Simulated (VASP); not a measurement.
A run of VASP 6.6.1 is set up as follows.

File POSCAR:

```
AlN
1.0
    3.1130000000      0.0000000000      0.0000000000
   -1.5565000000      2.6959370820      0.0000000000
    0.0000000000      0.0000000000      4.9810000000
Al N
2 2
Direct
    0.6666666667      0.3333333333      0.5000000000
    0.3333333333      0.6666666667      0.0000000000
    0.6666666667      0.3333333333      0.8800000000
    0.3333333333      0.6666666667      0.3800000000
```

INCAR.step1

```
ALGO = Normal
EDIFF = 1E-8
ENCUT = 500
GGA = CA
ISMEAR = 0
LASPH = T
LCHARG = F
LREAL = F
LWAVE = T
NELM = 100
PREC = Accurate
SIGMA = 0.01
```

INCAR.step2

```
ALGO = Exact
EDIFF = 1E-8
ENCUT = 500
GGA = CA
ISMEAR = 0
ISTART = 1
LASPH = T
LCHARG = F
LOPTICS = T
LREAL = F
LWAVE = T
NBANDS = 148
NELM = 1
PREC = Accurate
SIGMA = 0.01
```

The input INCAR.step3:

```
ALGO = EVGW0
EDIFF = 1E-8
ENCUT = 500
ENCUTGW = 100
GGA = CA
ISMEAR = 0
ISTART = 1
LASPH = T
LCHARG = F
LREAL = F
LWAVE = F
NBANDS = 148
NBANDSGW = 16
NELMGW = 4
NOMEGA = 48
PREC = Accurate
PRECFOCK = Fast
SIGMA = 0.01
```

KPOINTS

```
k-points
0
Gamma
  4 4 2
```

Potentials or basis: VASP PAW LDA potentials, release 64 (Al_GW, N_GW).

The run is started by

```sh
$ cat potpaw_LDA.64/Al_GW/POTCAR potpaw_LDA.64/N_GW/POTCAR > POTCAR
$ cp INCAR.step1 INCAR
$ mpirun -np 1 vasp_std > vasp.out
$ cp INCAR.step2 INCAR
$ mpirun -np 1 vasp_std > vasp.out
$ cp INCAR.step3 INCAR
$ mpirun -np 1 vasp_std > vasp.out
```

Estimate the quasiparticle gap.

5.99 eV.

Estimate the least direct quasiparticle gap.

5.99 eV.

Predict the band gap on the k mesh, mean-field level.

4.24 eV, direct.

Quasiparticle gap after each update of the energies (eV): 5.71, 5.95, 5.98, 5.99

Caveat: the k mesh is coarse (spacing up to 0.63 Å⁻¹), so the values aren't converged; bands, screening cutoff and mesh are small and nothing is extrapolated, so the quasiparticle values aren't converged.
